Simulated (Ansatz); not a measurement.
**Magnetic states of nickel, bcc**

These are results of Ansatz, DFT, PBE, plane waves (420 eV) with PAW, scalar-relativistic, not measurements.

Each start was relaxed and then solved on a dense mesh, with Fermi-Dirac smearing of 0.05 eV (0.1 eV in a metal without spin) extrapolated to zero. Rows within 2 meV/atom of each other tie.

Question: Where does each start end, and how do the energies compare? Starts: non-magnetic; ferromagnetic.

Answer: 
| start | ends | ΔE (meV/atom) | V (Å³/atom) |
| --- | --- | --- | --- |
| ferromagnetic | ferromagnetic, net 0.56 μB per atom | 0.0 | 10.98 |
| non-magnetic | spin not included | 17.4 | 10.93 |
